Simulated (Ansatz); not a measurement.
Run on Si (beta tin type): DFT, PBE, norm-conserving pseudopotentials, Ansatz's default files, scalar-relativistic (Ansatz 0.2.0). This run: the series' base cell.

The cell comes from a relaxation on PAW files under the same functional, begun from a prototype that needn't be the stable phase.

Command: `ansatz run input.yaml --threads 1 --pin off --max-ram 2048MiB --backend cpu --events-out ev --progress --plain --runs-dir out` It took 4.8 s on 1 thread of Intel(R) Xeon(R) Platinum 8488C (Sapphire Rapids) (shared host), peak memory 0.37 GiB.

```yaml
crystal:
  lattice:
    - [-2.4088618547, 2.4088618547, 1.3233104158]
    - [2.4088618547, -2.4088618547, 1.3233104158]
    - [2.4088618547, 2.4088618547, -1.3233104158]
  atoms:
    - { symbol: Si, position: [-0.375, -0.125, -0.25] }
    - { symbol: Si, position: [0.375, 0.125, 0.25] }
kpoints:
  mp_grid: { grid: [18, 18, 18] }
scf:
  occupations: { method: fermi_dirac, width: 0.1 }
hamiltonian:
  xc: pbe
  pseudopotentials: { kind: nc }
output:
  forces: true
  stress: true
  eigenvalues: true
```

Output:

```
Engine: ansatz 0.2.0
Pseudopotentials: kind: nc
Pseudopotential: Si, nc, valence charge 4, recommended cutoff 489.804952 eV (normal), Si.nc.azcp
Functional definition: PBE
  parameter kappa = 0.804
  parameter beta = 0.06672455060314922
  exchange = pbe_x(kappa = kappa, mu = beta*pi^2/3)
  correlation = pbe_c(beta = beta)
Crystal: 2 atoms, lattice volume = 30.715 Å³
Basis set: ecut = 489.804952 eV, 765 PW (Γ), exchange–correlation on 54×54×54 points (8 copies of the dense FFT grid, shifted against one another)
Bands: 8, of which v1, the nominal top of the filled ones, is band 4 counted from 1 (3 counted from 0)
Symmetry: 16 space group operations
Space group: I41/amd (ITA 141), of the structure as read, at distance tolerance 3.1e-5 Å
k-points: 480 of 5832
Non-local potential: Si, projectors of the file, l = 0: 2, l = 1: 2, l = 2: 2
Initial density: superposition of atomic densities (chi_scale 0.1, normalization cell)
Initial wavefunctions: pseudopotential atomic-orbital guess
Functional: x = pbe(κ = 0.804, μ = 0.2195149727645171), c = pbe(β = 0.06672455060314922)
SCF iter   1: F=—  HF=-229.690754 eV  |F-HF|=—  |Δ(HF+E_count)|=         —  Δρ=2.78e-2  dr2=1.44e-1  ethr=3.10e-3  ⟨swp⟩=5.5  Hψ=32177  notcnv=0
preconditioner: auto → none  [metal: Δε(μ)=0.010 eV  Ē_g=10.062 eV  σ=0.100 eV  W_gap=0.02  n_scr=4 (ndim 8)  ℏωp=19.0 eV  f_vac=0.000  D(μ)=0.71/eV (n_scr^D=4)  sad-step TF]
SCF iter   2: F=—  HF=-229.685915 eV  |F-HF|=—  |Δ(HF+E_count)|=   4.84e-3  Δρ=1.71e-2  dr2=5.56e-2  ethr=1.81e-3  ⟨swp⟩=1.0  Hψ=7680  notcnv=0
SCF iter   3: F=—  HF=-229.681456 eV  |F-HF|=—  |Δ(HF+E_count)|=   4.46e-3  Δρ=5.45e-4  dr2=5.47e-5  ethr=6.94e-4  ⟨swp⟩=1.0  Hψ=3840  notcnv=0
SCF iter   4: F=—  HF=-229.681469 eV  |F-HF|=—  |Δ(HF+E_count)|=   1.24e-5  Δρ=5.85e-5  dr2=4.91e-7  ethr=6.84e-7  ⟨swp⟩=2.2  Hψ=5773  notcnv=0
SCF iter   5: F=-229.681469 eV  HF=-229.681469 eV  |F-HF|=6.01e-9  |Δ(HF+E_count)|=   2.23e-7  Δρ=8.20e-6  dr2=9.25e-9  ethr=1.25e-9  ⟨swp⟩=6.2  Hψ=22820  notcnv=0
SCF 1 converged in 5 iterations: F = -229.681469 eV  dr2 = 9.25e-9
SCF converged after 5 iterations
Free energy (F): -229.681469 eV
Harris-Foulkes:  -229.681469 eV  (|F-HF|=6.01e-9)
Internal energy: -229.658223 eV  (E = F + TS)
E sigma→0 (E₀):  -229.669846 eV
Entropy (-TS):   -0.023246 eV (-11.623 meV/atom)
Fermi energy:    9.589168 eV
--- Per-component energies (eV) ---
  E_band       = 33.426481
  E_kinetic    = 84.263852
  E_local      = -8.637826  (includes V_loc(G=0)·N_el)
  E_nonlocal   = 41.989350
  E_hartree    = 2.421737
  E_xc         = -84.767231
  E_vxc        = -89.032256  (∫ρ·V_xc dr)
  E_ewald      = -264.928104
  E_smearing   = -0.023246  (= −TS)
  E_closure    = 0.000000  (closes the sum)
  Σ components = -229.681469   (vs F -229.681469, Δ=0.00e0)
--- Forces (eV/Å), atoms counted from 1 ---
  atom   1  Si     0.00000000     0.00000000     0.00000000
  atom   2  Si     0.00000000     0.00000000     0.00000000
  max |Σ_I F_I| component: 4.16e-17 eV/Å
--- Stress (GPa, compression-positive) ---
        0.006412      -0.000000       0.000000
       -0.000000       0.006412       0.000000
        0.000000      -0.000000      -0.068497
  P = ⅓ Tr σ = -0.0186 GPa (-0.186 kbar)
--- Band table (eV; the first three rows and the last of 480) ---
  k-point 0: bands = ["-4.0849", "7.0918", "7.0918", "7.4544", "11.1934", "17.1545", "18.3631", "18.3631"]
  k-point 1: bands = ["-4.0468", "6.2656", "7.1265", "8.1265", "11.4451", "16.5800", "18.0804", "18.8061"]
  k-point 2: bands = ["-3.9323", "5.2265", "7.2308", "8.7333", "12.1690", "15.6434", "17.4399", "18.7197"]
  k-point 479: bands = ["1.2906", "1.2906", "2.8706", "2.8706", "15.4811", "15.4811", "22.3221", "22.3221"]
```

Next run (volume at 0.5 of the series' base cell), as changes to the input before:

```diff
   lattice:
-    - [-2.4088618547, 2.4088618547, 1.3233104158]
-    - [2.4088618547, -2.4088618547, 1.3233104158]
-    - [2.4088618547, 2.4088618547, -1.3233104158]
+    - [-1.933337807, 1.933337807, 1.0271645835]
+    - [1.933337807, -1.933337807, 1.0271645835]
+    - [1.933337807, 1.933337807, -1.0271645835]
   atoms:
```

Command: `ansatz run input.yaml --threads 1 --pin off --max-ram 2048MiB --backend cpu --events-out ev --progress --plain --runs-dir out` It took 2.9 s on 1 thread of Intel(R) Xeon(R) Platinum 8488C (Sapphire Rapids), on a shared host, peak memory 0.32 GiB.

Results part of the output:

```
SCF 1 converged in 5 iterations: F = -221.465225 eV  dr2 = 7.57e-9
SCF converged after 5 iterations
Free energy (F): -221.465225 eV
Harris-Foulkes:  -221.465225 eV  (|F-HF|=1.57e-9)
Internal energy: -221.444562 eV  (E = F + TS)
E sigma→0 (E₀):  -221.454893 eV
Entropy (-TS):   -0.020663 eV (-10.332 meV/atom)
Fermi energy:    21.377106 eV
--- Per-component energies (eV) ---
  E_band       = 104.808374
  E_kinetic    = 126.643481
  E_local      = 31.666006  (includes V_loc(G=0)·N_el)
  E_nonlocal   = 53.420954
  E_hartree    = 0.897578
  E_xc         = -100.320409
  E_vxc        = -108.717194  (∫ρ·V_xc dr)
  E_ewald      = -333.752173
  E_smearing   = -0.020663  (= −TS)
  E_closure    = 0.000000  (closes the sum)
  Σ components = -221.465225   (vs F -221.465225, Δ=0.00e0)
--- Forces (eV/Å), atoms counted from 1 ---
  atom   1  Si    -0.00000000     0.00000000     0.00000000
  atom   2  Si     0.00000000     0.00000000     0.00000000
  max |Σ_I F_I| component: 6.94e-17 eV/Å
--- Stress (GPa, compression-positive) ---
      303.186745      -0.000000       0.000000
       -0.000000     303.186745       0.000000
       -0.000000       0.000000     302.996920
  P = ⅓ Tr σ = 303.1235 GPa (3031.235 kbar)
--- Band table (eV; the first three rows and the last of 480) ---
  k-point 0: bands = ["0.3199", "17.1844", "17.1844", "18.9168", "21.0327", "30.2743", "33.3951", "37.2163"]
  k-point 1: bands = ["0.3793", "16.1805", "17.2327", "19.5560", "21.5277", "29.8823", "32.9987", "37.3817"]
  k-point 2: bands = ["0.5572", "14.5989", "17.3774", "20.0952", "22.9550", "28.9303", "32.0745", "37.5790"]
  k-point 479: bands = ["9.1450", "9.1450", "10.1146", "10.1146", "30.8376", "30.8376", "41.8711", "41.8711"]
```

Next run (volume at 0.43 of the series' base cell), as changes to the input before:

```diff
   lattice:
-    - [-1.933337807, 1.933337807, 1.0271645835]
-    - [1.933337807, -1.933337807, 1.0271645835]
-    - [1.933337807, 1.933337807, -1.0271645835]
+    - [-1.8409060598, 1.8409060598, 0.9742955539]
+    - [1.8409060598, -1.8409060598, 0.9742955539]
+    - [1.8409060598, 1.8409060598, -0.9742955539]
   atoms:
```

Command: `ansatz run input.yaml --threads 1 --pin off --max-ram 2048MiB --backend cpu --events-out ev --progress --plain --runs-dir out` It took 3 s on 1 thread of Intel(R) Xeon(R) Platinum 8488C (Sapphire Rapids), on a shared host, peak memory 0.31 GiB.

Results part of the output:

```
SCF 1 converged in 5 iterations: F = -216.262055 eV  dr2 = 3.40e-8
SCF converged after 5 iterations
Free energy (F): -216.262055 eV
Harris-Foulkes:  -216.262055 eV  (|F-HF|=1.65e-8)
Internal energy: -216.242069 eV  (E = F + TS)
E sigma→0 (E₀):  -216.252062 eV
Entropy (-TS):   -0.019986 eV (-9.993 meV/atom)
Fermi energy:    24.782599 eV
--- Per-component energies (eV) ---
  E_band       = 126.287239
  E_kinetic    = 140.383596
  E_local      = 39.686045  (includes V_loc(G=0)·N_el)
  E_nonlocal   = 58.211945
  E_hartree    = 0.981491
  E_xc         = -104.559684
  E_vxc        = -113.957264  (∫ρ·V_xc dr)
  E_ewald      = -350.945463
  E_smearing   = -0.019986  (= −TS)
  E_closure    = -0.000000  (closes the sum)
  Σ components = -216.262055   (vs F -216.262055, Δ=0.00e0)
--- Forces (eV/Å), atoms counted from 1 ---
  atom   1  Si     0.00000000     0.00000000     0.00000000
  atom   2  Si    -0.00000000     0.00000000    -0.00000000
  max |Σ_I F_I| component: 1.67e-16 eV/Å
--- Stress (GPa, compression-positive) ---
      488.638332       0.000000       0.000000
        0.000000     488.638332      -0.000000
        0.000000      -0.000000     489.372541
  P = ⅓ Tr σ = 488.8831 GPa (4888.831 kbar)
--- Band table (eV; the first three rows and the last of 480) ---
  k-point 0: bands = ["1.8259", "20.3643", "20.3643", "21.1147", "24.9224", "33.8745", "37.3377", "42.7107"]
  k-point 1: bands = ["1.8910", "19.0170", "20.4148", "22.1448", "25.3757", "33.5093", "36.9567", "42.8710"]
  k-point 2: bands = ["2.0861", "17.2848", "20.5662", "22.9680", "26.6897", "32.5885", "36.0309", "43.0334"]
  k-point 479: bands = ["11.1596", "11.1596", "12.8570", "12.8570", "35.0638", "35.0638", "46.6533", "46.6533"]
```

The norm-conserving files are those that the library serves for this functional.
